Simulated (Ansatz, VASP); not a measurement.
# One calculation of Au, two programs

```
Au
1.0
     0.00000    2.04177    2.04177
     2.04177    0.00000    2.04177
     2.04177    2.04177    0.00000
Au
1
Cartesian
  0.0000 0.0000 0.0000
```

Alike in both runs: task single point; functional PBEsol; k mesh 26 × 26 × 26; occupations gaussian, width 0.1 eV; no spin polarisation.

```csv
,VASP,Ansatz
version,VASP 6.6.1,Ansatz 0.2.0
potentials or method,"VASP PAW PBE potentials, release 64 (Au)","scalar-relativistic, plane waves, PAW"
plane-wave cutoff (eV),520,420
valence electrons in the cell,11,19
```

|  | VASP | Ansatz | Ansatz less VASP |
| --- | --- | --- | --- |
| gap on the k mesh at the Fermi level (eV) | none | none | - |
| pressure (GPa) | -0.3 | -0.1 | +0.25 |

A gap of «none» marks a metal or a gap that the smearing closes. The two sets of potentials don't hold the same shells in valence. Ansatz warned: «pseudo_functional_mismatch».

Caveats: the PAW data sets were made with another functional, which shifts forces and pressure a little (VASP). The runs have no spin-orbit coupling, so splittings on Au are missing.
